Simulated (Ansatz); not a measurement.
# A trial form of CdSe

Level of theory: Ansatz, DFT PBE, scalar-relativistic, plane waves, PAW. Cutoff 420 eV, Gaussian smearing, Γ-centred meshes. Cell and atoms relax first on a coarse mesh and then on a finer one. In between, the cell is made exact in the group found at 0.06 Å. In metals the finer mesh still leaves noise of several meV/atom or more. The steps can't lower the symmetry of their start. No spin polarisation.

The guess for CdSe was made by a generator: close-packed anion layers stacked AB, with sites between them filled layer by layer (P6_3/mmc, No. 194) (elements of the layers in order: Se Se). Lengths were set from tabulated atomic sizes, so they are only a guess.

```
CELL_PARAMETERS angstrom
3.91468 0.00000 0.00000
-1.95734 3.39021 0.00000
0.00000 0.00000 6.44979
ATOMIC_POSITIONS crystal
Cd 0.00000 0.00000 0.00000
Cd 0.00000 0.00000 0.50000
Se 0.33333 0.66667 0.75000
Se 0.66667 0.33333 0.25000
```

The zero of energy is the elements' standard structures at the same level; no fitted shifts are applied.

Question: What does it relax into?

Answer: The symmetry stays P6_3/mmc (No. 194). The end has the nickel arsenide type. The volume per atom grows by 11.9 %, from 21.4 to 23.9 Å³. The shortest distance goes from 2.78 Å (Cd–Se) to 2.88 Å (Cd–Se). Conventional cell: a = 4.063 Å, c = 6.697 Å. Cd has 6 Se at 2.88 Å and 2 Cd at 3.35 Å; Se has 6 Cd at 2.88 Å.

```xyz
4
Lattice="4.0634 0.0000 0.0000 -2.0317 3.5190 0.0000 0.0000 0.0000 6.6969" Properties=species:S:1:pos:R:3 pbc="T T T"
Cd    0.0000    0.0000    0.0000
Cd    0.0000    0.0000    3.3485
Se    0.0000    2.3460    5.0227
Se    2.0317    1.1730    1.6742
```

Question: How does it come out in energy, and is it a metal?

Answer: The energy over the elements is −0.46 eV/atom. The gap on the 12×12×8 mesh of the 4-atom cell is 0 eV (the bands overlap slightly).

A negative formation energy is needed for stability but isn't enough: competing phases decide.

The last run used Gaussian smearing of 0.10 eV. The zero gap may come from the functional, which often closes small gaps. The reference form of Se is held partly by dispersion forces, which this level lacks. A structure relaxed within its symmetry needn't be a true minimum.
